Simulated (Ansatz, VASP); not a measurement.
**One calculation of GaN, two programs**

```xyz
2
Lattice="0.0000 2.2535 2.2535 2.2535 0.0000 2.2535 2.2535 2.2535 0.0000" Properties=species:S:1:pos:R:3 pbc="T T T"
Ga    0.0000    0.0000    0.0000
N     1.1268    1.1268    1.1268
```

The cell is a database's computed one.

Alike in both runs: task single point; functional PBE; k mesh 10 × 10 × 10; occupations gaussian, width 0.014 eV; no spin polarisation.

|  | VASP | Ansatz |
| --- | --- | --- |
| version | VASP 6.6.1 | Ansatz 0.2.0 |
| potentials or method | VASP PAW PBE potentials, release 64 (Ga_d, N) | Ansatz PAW |
| plane-wave cutoff (eV) | 520 | 420 |
| valence electrons in the cell | 18 | 18 |

|  | VASP | Ansatz | Ansatz less VASP |
| --- | --- | --- | --- |
| gap on the k mesh at the Fermi level (eV) | 1.72 | 1.72 | -0.007 |
| least direct gap on the mesh (eV) | 1.72 | 1.72 | -0.007 |
| pressure (GPa) | 5.1 | 5.0 | -0.07 |

Caveats: the pressure holds a Pulay correction of +0.5 GPa for the finite cutoff (Ansatz).
